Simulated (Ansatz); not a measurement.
Eu:

```
Eu
1.0
    -2.30300    2.30300    2.30300
     2.30300   -2.30300    2.30300
     2.30300    2.30300   -2.30300
Eu
1
Direct
  0.00000 0.00000 0.00000
```

| Quantity | Value |
| --- | --- |
| Program | Ansatz 0.2.0 |
| Task | single point |
| Functional | PBEsol |
| Potentials or basis | all-electron LAPW, scalar-relativistic |
| Cutoff | 157 eV (chosen from the basis error) |
| Basis error allowed | 0.001 eV/atom |
| k mesh | 8 × 8 × 8 |
| Occupations | fermi-dirac, width 0.05 eV |
| Spin | collinear spin, ferromagnetic start |
| Starting moments | [7.0] μB |

On this cell: pressure -2.5 GPa; net moment 7.37 μB per cell; site moments Eu +7.19 μB; band gap on the k mesh none (metal or under the smearing width).

The same run follows on a disturbed copy (cell strained at random at fixed volume):

```
Eu
1.0
    -2.34230    2.25988    2.31282
     2.30890   -2.28395    2.30349
     2.34614    2.28779   -2.33690
Eu
1
Direct
  0.98114 0.99755 0.99126
```

**Question.** What does the disturbed cell give?

**Answer.** The energy (extrapolated to zero smearing) moves by +0.6 meV/atom; pressure -2.5 GPa; net moment 7.37 μB per cell; site moments Eu +7.18 μB; band gap on the k mesh none (metal or under the smearing width).

Stress tensor (GPa, compression positive):
```
-2.54 -0.01  0.17
-0.01 -2.48  0.13
 0.17  0.13 -2.53
```

Caveats: an open f shell can end in a state above the lowest; spin-orbit coupling is left out, which moves the levels of the heavy elements.
